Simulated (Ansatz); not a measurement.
**Stress against strain in CdF2**

```xyz
3
Lattice="0.0000 2.6940 2.6940 2.6940 0.0000 2.6940 2.6940 2.6940 0.0000" Properties=species:S:1:pos:R:3 pbc="T T T"
Cd    0.0000    0.0000    0.0000
F     1.3470    1.3470    1.3470
F     4.0410    4.0410    4.0410
```

Atom numbers follow the list: Cd1, F2, F3.

The cell comes from COD entry 9009006, which wasn't checked; take it as a given geometry.

Level of theory: DFT, LDA, all-electron LAPW, scalar-relativistic in Ansatz 0.2.0.

The runs use a Γ-centred 8×8×8 k mesh, Fermi–Dirac smearing of 0.02 eV, basis error target 1 meV/atom, no spin polarisation.

The strain is applied along the Cartesian axes of the cell as listed (the other components stay zero). Fractional coordinates are held (clamped ions).

σ is the change of stress from the unstrained cell, which is at -5.67 GPa; tension is positive, so slopes are stress–strain coefficients at that pressure.

Only quantities that a quadratic follows smoothly over the whole series are listed; rougher ones are left out.

```csv
εxx = εyy,σzz (GPa),σxx (GPa)
-0.0200,-2.86,-5.20
-0.0100,-1.32,-2.47
0.0000,0.00,0.00
0.0200,2.07,4.25
```

Q: Fit the series and read off the stiffness at zero strain.

A: Least-squares fits y = p0 + p1 x + p2 x² to the rows give σzz (GPa): p1 = 123, p2 = -1000; σxx (GPa): p1 = 236, p2 = -1200. So 2 C12 = 123 GPa and C11 + C12 = 236 GPa.

Q: One run, at εxx = εyy = 0.0100, is withheld. Predict its row.

A: The fits give 1.14, 2.25; the run gave 1.12, 2.23.
